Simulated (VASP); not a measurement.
Al: band structure with PW91

Al:

```
CELL_PARAMETERS angstrom
0.00000 2.02481 2.02481
2.02481 0.00000 2.02481
2.02481 2.02481 0.00000
ATOMIC_POSITIONS crystal
Al 0.00000 0.00000 0.00000
```

```
Program                : VASP 6.6.1
Task                   : band structure
Functional             : PW91
Potentials or basis    : VASP PAW PBE potentials, release 64 (Al)
Cutoff                 : 520 eV
k mesh                 : 11 × 11 × 11
Occupations            : fermi-dirac, width 0.05 eV
Spin                   : no spin polarisation
Further INCAR settings : ALGO = Normal; EDIFF = 1e-07; NBANDS = 8
```

| Quantity | Value |
| --- | --- |
| Band gap along the path | none (metal or under the smearing width) |

Levels at the corners of the path, in eV from the Fermi level:
| point | band 1 | band 2 | band 3 | band 4 | band 5 | band 6 | band 7 |
| --- | --- | --- | --- | --- | --- | --- | --- |
| Γ | -11.10 | 12.55 | 12.55 | 12.55 | 13.96 | 13.96 | 13.96 |
| X | -2.93 | -1.60 | 5.24 | 5.53 | 5.53 | 8.99 | 25.24 |
| X | -2.93 | -1.60 | 5.24 | 5.53 | 5.53 | 8.99 | 25.24 |
| W | -0.86 | -0.86 | 0.20 | 1.03 | 15.73 | 15.73 | 16.24 |
| W | -0.86 | -0.86 | 0.20 | 1.03 | 15.73 | 15.73 | 16.24 |
| K | -1.89 | -1.36 | -0.43 | 6.50 | 8.15 | 15.58 | 21.65 |
| K | -1.89 | -1.36 | -0.43 | 6.50 | 8.15 | 15.58 | 21.65 |
| Γ | -11.10 | 12.55 | 12.55 | 12.55 | 13.96 | 13.96 | 13.96 |
| Γ | -11.10 | 12.55 | 12.55 | 12.55 | 13.96 | 13.96 | 13.96 |
| L | -4.57 | -4.40 | 11.28 | 11.28 | 11.42 | 11.42 | 15.14 |
| L | -4.57 | -4.40 | 11.28 | 11.28 | 11.42 | 11.42 | 15.14 |
| U | -1.89 | -1.36 | -0.43 | 6.50 | 8.15 | 15.58 | 21.65 |
| U | -1.89 | -1.36 | -0.43 | 6.50 | 8.15 | 15.58 | 21.65 |
| W | -0.86 | -0.86 | 0.20 | 1.03 | 15.73 | 15.73 | 16.24 |
| W | -0.86 | -0.86 | 0.20 | 1.03 | 15.73 | 15.73 | 16.24 |
| L | -4.57 | -4.40 | 11.28 | 11.28 | 11.42 | 11.42 | 15.14 |
| L | -4.57 | -4.40 | 11.28 | 11.28 | 11.42 | 11.42 | 15.14 |
| K | -1.89 | -1.36 | -0.43 | 6.50 | 8.15 | 15.58 | 21.65 |
| U | -1.89 | -1.36 | -0.43 | 6.50 | 8.15 | 15.58 | 21.65 |
| X | -2.93 | -1.60 | 5.24 | 5.53 | 5.53 | 8.99 | 25.24 |

Wall time 8.8 s on 1 thread of Intel(R) Xeon(R) Platinum 8488C (Sapphire Rapids), with other jobs on the host, peak memory 0.13 GiB.

Caveat: the log is that of the step along the path at fixed density, whose energy, stress, charges and moments have no meaning.
